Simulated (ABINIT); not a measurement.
Si: single point with LDA-PZ

The system is Si.

```
Si
1.0
    -3.32544    3.32544    1.92239
     3.32544   -3.32544    1.92239
     3.32544    3.32544   -1.92239
Si
4
Direct
  0.82120 0.17880 0.00000
  0.17880 0.82120 0.00000
  0.82120 0.82120 0.64240
  0.17880 0.17880 0.35760
```

This isn't the form of Si at room conditions, which is diamond.

| Item | Value |
| --- | --- |
| Program | ABINIT 10.8.3 (patched build) |
| Task | single point |
| Functional | LDA-PZ |
| Potentials or basis | HGH LDA |
| Cutoff | 490 eV |
| k mesh | 6 × 6 × 6 |
| Occupations | fermi-dirac, width 0.05 eV |
| Spin | no spin polarisation |

- Pressure: -2.8 GPa
- Largest force: 0.031 eV/Å
- Band gap on the k mesh: 0.22 eV, indirect (least direct gap 0.31 eV)
- Valence electrons inside the program's atomic spheres: Si 1.78 (radii [1.0584] Å)

Forces in eV/Å, atoms in the order of the input:
```
Si  -0.022  0.022  0.000
Si   0.022 -0.022  0.000
Si   0.022  0.022  0.000
Si  -0.022 -0.022  0.000
```

Stress tensor (GPa, compression positive):
```
-2.74  0.00  0.00
 0.00 -2.74  0.00
 0.00  0.00 -2.90
```

Levels at points of the mesh, in eV from the valence-band top:
```tsv
k point	band 6	band 7	band 8	band 9	band 10	band 11
(0.00, 0.00, 0.00)	-1.48	-1.48	-0.54	1.43	1.51	1.51
(0.50, 0.00, 0.00)	-3.50	-2.37	-1.42	0.78	2.31	2.97
(0.50, 0.50, 0.00)	-1.99	-1.90	-1.61	1.55	1.86	1.87
(0.50, 0.50, 0.50)	-0.22	0.00	0.00	0.31	2.98	3.47
```

Wall time 28 s on 1 thread of AMD EPYC 7R43 64-Core Processor (Zen 3), on a shared host, peak memory 0.07 GiB.

Caveat: HGH potentials are hard and often keep d shells in the core, so these values are rough. A k mesh can miss the band edges.
